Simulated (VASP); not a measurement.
# SnS2 (Berndtite-2T) (P-3m1) in VASP: settings compared, part 2 of 2

VASP 6.6.1. Earlier steps stand in the parts before.

## Step 3: Band structure, LDA

INCAR

```
SYSTEM = SnS2
ALGO     = Normal         ! electronic algorithm
EDIFF    = 1E-6           ! SCF threshold, eV
ENCUT    = 520            ! plane-wave cutoff, eV
ISIF     = 2              ! what is computed and relaxed
ISMEAR   = 0              ! smearing method
KPAR     = 2            
LASPH    = .True.         ! aspherical terms in the spheres
LCHARG   = .False.        ! write CHGCAR
LREAL    = .False.        ! projectors in reciprocal space
LWAVE    = .False.        ! write WAVECAR
NBANDS   = 20             ! bands
NELM     = 80             ! most SCF steps
PREC     = Accurate       ! precision mode
SIGMA    = 0.03           ! smearing width, eV
```

KPOINTS

```
k-points
0
Gamma
  9 9 5
  0 0 0
```

POSCAR

```
SnS2                                    
1.0
    3.6670894307      0.0000000000      0.0000000000
   -1.8335447154      3.1757926050      0.0000000000
    0.0000000000     -0.0000000000      5.8110411771
  Sn              S             
     1     2
Direct
     0.0000000000000000    0.0000000000000000    0.0000000000000000
     0.3333333332999970    0.6666666667000030    0.2543524691518261
     0.6666666667000030    0.3333333332999970    0.7456475308481739
```

KPOINTS_OPT is that of step 2.

Potentials or basis: VASP PAW LDA potentials, release 64 (Sn_d, S).

Started as:

```sh
> cat potpaw_LDA.64/Sn_d/POTCAR potpaw_LDA.64/S/POTCAR > POTCAR
> mpirun -np 2 vasp_std > vasp.out
```

OUTCAR:

```text
SYSTEM = SnS2
   EDIFF = 1E-6
   ENCUT = 520
   ISIF = 2
   ISMEAR = 0
   LASPH = .True.
   LREAL = .False.
   NELM = 80
   PREC = Accurate

 ion  position               nearest neighbor table
   1  0.000  0.000  0.000-   2 2.58   3 2.58   3 2.58   2 2.58   3 2.58   2 2.58
   2  0.333  0.667  0.254-   1 2.58   1 2.58   1 2.58
   3  0.667  0.333  0.746-   1 2.58   1 2.58   1 2.58

  LATTYP: Found a hexagonal cell.
 ALAT       =     3.6670894307
 C/A-ratio  =     1.5846467033

  Lattice vectors:

 A1 = (   3.6670894307,   0.0000000000,   0.0000000000)
 A2 = (  -1.8335447154,   3.1757926050,   0.0000000000)
 A3 = (   0.0000000000,   0.0000000000,   5.8110411771)

Analysis of symmetry for initial positions (statically):
=====================================================================
 Subroutine PRICEL returns:
 Original cell was already a primitive cell.

 Routine SETGRP: Setting up the symmetry group for a
 hexagonal supercell.

 Subroutine GETGRP returns: Found 12 space group operations
 (whereof 12 operations were pure point group operations)
 out of a pool of 24 trial point group operations.

The static configuration has the point symmetry D_3d.

Analysis of symmetry for dynamics (positions and initial velocities):
=====================================================================
 Subroutine PRICEL returns:
 Original cell was already a primitive cell.

 Routine SETGRP: Setting up the symmetry group for a
 hexagonal supercell.

 Subroutine GETGRP returns: Found 12 space group operations
 (whereof 12 operations were pure point group operations)
 out of a pool of 24 trial point group operations.

The dynamic configuration has the point symmetry D_3d.

 Subroutine INISYM returns: Found 12 space group operations
 (whereof 12 operations are pure point group operations),
[... 112 lines left out ...]
   EFERMI =   0.00;   METHOD = LEGACY
   ISMEAR =     0;   SIGMA  =   0.03  broadening in eV -4-tet -1-fermi 0-gaus
   EFERMI_NEDOS =   21; number of points for ismear=-14 and -15
   IALGO  =     38    algorithm
   IMIX   =      4    mixing-type and parameters
     AMIX     =   0.40;   BMIX     =  1.00
     AMIX_MAG =   1.60;   BMIX_MAG =  1.00
  volume/ion in A,a.u.               =      22.56       152.23
  Fermi-wavevector in a.u.,A,eV,Ry     =   1.190118  2.248997 19.271037  1.416381
  Thomas-Fermi vector in A             =   2.326210
   LORBIT       =      0    0 simple, 1 ext, 2 COOP (PROOUT), +10 PAW based schemes
   GGA     = CA    functional components
   LHFCALC =     F    Hartree Fock is set to
   AEXX    =    0.0000 exact exchange contribution
   IVDW    =     0    specifies the selected vdW correction
   LEPSILON=     F    determine dielectric tensor
   LRPA    =     F    only Hartree local field effects (RPA)
 non-spin polarized calculation
 Gauss-broadening in eV      SIGMA  =   0.03
  energy-cutoff  :      520.00
  volume of cell :       67.67
 maximum number of plane-waves:      1840
   NGX = 13   NGY = 13   NGZ = 21

 number of electron      26.0000010 magnetization

 Free energy of the ion-electron system (eV)
  ---------------------------------------------------
  ext. energy  EPLUGINS =         0.00000000
  ---------------------------------------------------
  free energy    TOTEN  =       -15.05745115 eV

  energy without entropy =      -15.05745115  energy(sigma->0) =      -15.05745115

 E-fermi :   4.9048     XC(G=0): -10.0250

 val. band max:        4.6832681724   @ k =   0.0000   0.0000   0.0000
 cond. band min:       5.8210383252   @ k =   0.0000   0.4444   0.4000
 fundamental gap:      1.1377701528
 Fermi energy:         4.9048214945

 k-point     1 :       0.0000    0.0000    0.0000
  band No.  band energies     occupation
      1     -16.2899      2.00000
      2     -16.2899      2.00000
      3     -16.2451      2.00000
      4     -16.2193      2.00000
      5     -16.2193      2.00000
      6      -9.1471      2.00000
[... 541 lines left out ...]
     19      12.4531      0.00000
     20      14.4712      0.00000

 [... further k-points ...]

------------------------ aborting loop because EDIFF is reached ----------------------------------------

  FORCE on cell =-STRESS in cart. coord.  units (eV):
  Direction    XX          YY          ZZ          XY          YZ          ZX
  --------------------------------------------------------------------------------------
  -------------------------------------------------------------------------------------
  Total       -1.0276276     -1.0276276     -0.9293285      0.0000000      0.0000000     -0.0000000
  in kB      -24.3286907    -24.3286907    -22.0014985      0.0000000      0.0000000     -0.0000000
  external PRESSURE =     -23.5529599 kB  Pullay stress =       0.0000000 kB

 VOLUME and BASIS-vectors are now :
 -----------------------------------------------------------------------------
  energy-cutoff  :      520.00
  volume of cell :       67.67
      direct lattice vectors                 reciprocal lattice vectors
     3.667089431  0.000000000  0.000000000     0.272695831  0.157441011  0.000000000
    -1.833544715  3.175792605  0.000000000     0.000000000  0.314882023  0.000000000
     0.000000000  0.000000000  5.811041177     0.000000000  0.000000000  0.172086201

 POSITION                                       TOTAL-FORCE (eV/Angst)
 -----------------------------------------------------------------------------------
      0.00000      0.00000      0.00000        -0.000000      0.000000      0.000000
     -0.00000      2.11720      1.47805        -0.000000      0.000000     -0.221011
      1.83354      1.05860      4.33299         0.000000     -0.000000      0.221011
 -----------------------------------------------------------------------------------
    total drift:                               -0.000000     -0.000000      0.000000

  FREE ENERGIE OF THE ION-ELECTRON SYSTEM (eV)
  ---------------------------------------------------
  free  energy   TOTEN  =       -15.0574511505 eV

  energy  without entropy=      -15.0574511505  energy(sigma->0) =      -15.05745115
```

stdout:

```text
POSCAR found type information on POSCAR SnS
 POSCAR found :  2 types and       3 ions
 scaLAPACK will be used
 LDA part: xc-table for (Slater(with rela. corr.)+CA(PZ))
 , standard interpolation
 POSCAR, INCAR and KPOINTS ok, starting setup
 FFT: planning ... GRIDC
 FFT: planning ... GRID_SOFT
 FFT: planning ... GRID
 WAVECAR not read
 entering main loop
 Start KPOINTS_OPT (optional k-point list driver)
k-point batch [1-50\168]
k-point batch [51-100\168]
k-point batch [101-150\168]
k-point batch [151-168\168]
```

It took 56 s on 2 MPI ranks of Intel Xeon Platinum 8488C (Sapphire Rapids), shared host; peak memory 0.22 GiB.

What came out:

```
Free energy             : -15.0575 eV
Pressure                : -2.4 GPa
Largest force           : 0.221 eV/Å
Band gap on the k mesh  : 1.14 eV, indirect (least direct gap 1.53 eV)
Band gap along the path : 1.13 eV, indirect (least direct gap 1.53 eV)
```

Forces on the atoms (eV/Å):
```
Sn   0.000  0.000  0.000
S    0.000  0.000 -0.221
S    0.000  0.000  0.221
```

Levels at the corners of the path, in eV from the valence-band top:
```tsv
point	band 9	band 10	band 11	band 12	band 13	band 14	band 15	band 16	band 17	band 18
Γ	-0.76	-0.76	-0.49	-0.49	-0.01	1.51	3.31	5.15	5.15	8.85
M	-4.43	-2.92	-2.67	-1.25	-0.37	1.49	4.14	5.61	5.76	7.38
M	-4.43	-2.92	-2.67	-1.25	-0.37	1.49	4.14	5.61	5.76	7.38
K	-3.62	-3.62	-3.28	-1.62	-1.62	1.64	6.72	6.72	7.41	7.53
K	-3.62	-3.62	-3.28	-1.62	-1.62	1.64	6.72	6.72	7.41	7.53
Γ	-0.76	-0.76	-0.49	-0.49	-0.01	1.51	3.31	5.15	5.15	8.85
Γ	-0.76	-0.76	-0.49	-0.49	-0.01	1.51	3.31	5.15	5.15	8.85
A	-2.13	-0.86	-0.86	-0.32	-0.32	2.82	3.38	4.84	4.84	8.36
A	-2.13	-0.86	-0.86	-0.32	-0.32	2.82	3.38	4.84	4.84	8.36
L	-4.97	-2.47	-1.87	-0.88	-0.80	1.23	4.37	5.23	6.24	6.67
L	-4.97	-2.47	-1.87	-0.88	-0.80	1.23	4.37	5.23	6.24	6.67
H	-4.23	-4.23	-3.74	-0.39	-0.39	2.81	5.02	5.02	6.71	8.23
H	-4.23	-4.23	-3.74	-0.39	-0.39	2.81	5.02	5.02	6.71	8.23
A	-2.13	-0.86	-0.86	-0.32	-0.32	2.82	3.38	4.84	4.84	8.36
L	-4.97	-2.47	-1.87	-0.88	-0.80	1.23	4.37	5.23	6.24	6.67
M	-4.43	-2.92	-2.67	-1.25	-0.37	1.49	4.14	5.61	5.76	7.38
K	-3.62	-3.62	-3.28	-1.62	-1.62	1.64	6.72	6.72	7.41	7.53
H	-4.23	-4.23	-3.74	-0.39	-0.39	2.81	5.02	5.02	6.71	8.23
```

Caveat: spin-orbit coupling is left out, which moves the levels of the heavy elements.

## Step 4: Band structure, PBE, spin-orbit coupling, no magnetisation

Edit INCAR of step 3 so:

```diff
@@ -4,2 +4,4 @@
 ENCUT    = 520            ! plane-wave cutoff, eV
+GGA      = PE             ! functional
+GGA_COMPAT= .False.      
 ISIF     = 2              ! what is computed and relaxed
@@ -9,5 +11,8 @@
 LCHARG   = .False.        ! write CHGCAR
+LORBIT   = 11             ! projections on sites
 LREAL    = .False.        ! projectors in reciprocal space
+LSORBIT  = .True.         ! spin-orbit coupling
 LWAVE    = .False.        ! write WAVECAR
-NBANDS   = 20             ! bands
+MAGMOM   = 0 0 0 0 0 0 0 0 0 ! initial moments
+NBANDS   = 39             ! bands
 NELM     = 80             ! most SCF steps
```

KPOINTS

```
k-points
0
Gamma
  6 6 4
  0 0 0
```

POSCAR is that of step 3.

KPOINTS_OPT is that of step 3.

Potentials or basis: VASP PAW PBE potentials, release 64 (Sn_d, S).

Started as:

```sh
> cat potpaw_PBE.64/Sn_d/POTCAR potpaw_PBE.64/S/POTCAR > POTCAR
> mpirun -np 2 vasp_ncl > vasp.out
```

Run time: 4.4 min. Hardware: 2 MPI ranks of Intel Xeon Platinum 8488C (Sapphire Rapids), shared host; peak memory 0.39 GiB.

Results (log left out):

* Free energy: -13.1928 eV
* Pressure: 2.5 GPa
* Largest force: 0.015 eV/Å
* Valence electrons inside the program's atomic spheres: Sn 12.19; S 3.70

Forces on the atoms (eV/Å):
```
Sn   0.000  0.000  0.000
S    0.000  0.000 -0.015
S    0.000  0.000  0.015
```

Caveat: this functional lacks dispersion, which binds the layers, so the pressure and a relaxed spacing across them are unreliable.

## Step 5: Band structure, TB-mBJ

POSCAR is that of step 4.

INCAR.step1

```
SYSTEM = SnS2
ALGO     = Normal         ! electronic algorithm
EDIFF    = 1E-5           ! SCF threshold, eV
ENCUT    = 520            ! plane-wave cutoff, eV
GGA      = PE             ! functional
ISIF     = 2              ! what is computed and relaxed
ISMEAR   = 0              ! smearing method
KPAR     = 2            
LASPH    = .True.         ! aspherical terms in the spheres
LCHARG   = .False.        ! write CHGCAR
LREAL    = .False.        ! projectors in reciprocal space
LWAVE    = .True.         ! write WAVECAR
NBANDS   = 20             ! bands
NELM     = 80             ! most SCF steps
PREC     = Accurate       ! precision mode
SIGMA    = 0.03           ! smearing width, eV
```

INCAR.step2

```
SYSTEM = SnS2
ALGO     = Normal         ! electronic algorithm
EDIFF    = 1E-6           ! SCF threshold, eV
ENCUT    = 520            ! plane-wave cutoff, eV
ISIF     = 2              ! what is computed and relaxed
ISMEAR   = 0              ! smearing method
ISTART   = 1            
KPAR     = 2            
LASPH    = .True.         ! aspherical terms in the spheres
LCHARG   = .False.        ! write CHGCAR
LREAL    = .False.        ! projectors in reciprocal space
LWAVE    = .False.        ! write WAVECAR
METAGGA  = MBJ            ! meta-GGA
NBANDS   = 20             ! bands
NELM     = 80             ! most SCF steps
PREC     = Accurate       ! precision mode
SIGMA    = 0.03           ! smearing width, eV
```

KPOINTS

```
k-points
0
Gamma
  9 9 5
  0 0 0
```

KPOINTS_OPT is that of step 4.

Started as:

```sh
> cat potpaw_PBE.64/Sn_d/POTCAR potpaw_PBE.64/S/POTCAR > POTCAR
> cp INCAR.step1 INCAR
> mpirun -np 2 vasp_std > vasp.out
> cp INCAR.step2 INCAR
> mpirun -np 2 vasp_std > vasp.out
```

It took 2.9 min on 2 MPI ranks of Intel Xeon Platinum 8488C (Sapphire Rapids), shared host; peak memory 0.25 GiB.

Results (log left out):

| Property | Result |
| --- | --- |
| Band gap on the k mesh | 2.07 eV, indirect (least direct gap 2.55 eV) |
| Band gap along the path | 2.07 eV, indirect (least direct gap 2.55 eV) |

Levels at the corners of the path, in eV from the valence-band top:
```csv
point,band 11,band 12,band 13,band 14,band 15,band 16
Γ,-0.49,-0.49,0.00,2.55,4.49,6.14
M,-2.51,-0.95,-0.37,2.30,5.26,6.73
M,-2.51,-0.95,-0.37,2.30,5.26,6.73
K,-3.04,-1.37,-1.37,2.56,7.55,7.55
K,-3.04,-1.37,-1.37,2.56,7.55,7.55
Γ,-0.49,-0.49,0.00,2.55,4.49,6.14
Γ,-0.49,-0.49,0.00,2.55,4.49,6.14
A,-0.87,-0.34,-0.34,3.57,4.59,5.85
A,-0.87,-0.34,-0.34,3.57,4.59,5.85
L,-1.65,-0.74,-0.73,2.12,5.45,6.37
L,-1.65,-0.74,-0.73,2.12,5.45,6.37
H,-3.40,-0.35,-0.35,3.50,6.11,6.11
H,-3.40,-0.35,-0.35,3.50,6.11,6.11
A,-0.87,-0.34,-0.34,3.57,4.59,5.85
L,-1.65,-0.74,-0.73,2.12,5.45,6.37
M,-2.51,-0.95,-0.37,2.30,5.26,6.73
K,-3.04,-1.37,-1.37,2.56,7.55,7.55
H,-3.40,-0.35,-0.35,3.50,6.11,6.11
```

Caveat: the PAW data sets were made with another functional, which shifts forces and pressure a little; spin-orbit coupling is left out, which moves the levels of the heavy elements.

## Step 6: Overview

```tsv
level	potentials or basis	spin	k mesh	gap on the mesh (eV)	pressure (GPa)	largest force (eV/Å)
PBE	VASP PAW PBE potentials, release 64 (Sn_d, S)	off	9 × 9 × 5	1.31	2.5	0.01
LDA	VASP PAW LDA potentials, release 64 (Sn_d, S)	off	9 × 9 × 5	1.14	-2.4	0.22
PBE	VASP PAW PBE potentials, release 64 (Sn_d, S)	SOC, no magnetisation	6 × 6 × 4	-	2.5	0.01
TB-mBJ	VASP PAW PBE potentials, release 64 (Sn_d, S)	off	9 × 9 × 5	2.07	-	-
```

Alike in all rows: task band structure; cell as given; cutoff (eV) 520; smearing gaussian 0.03 eV.

Caveats: spin-orbit coupling is left out, which moves the levels of the heavy elements (some runs); this functional lacks dispersion, which binds the layers, so the pressure and a relaxed spacing across them are unreliable (some runs); the PAW data sets were made with another functional, which shifts forces and pressure a little (some runs).

Total energies depend on the potentials used, so only differences within one code and one set of settings carry meaning.
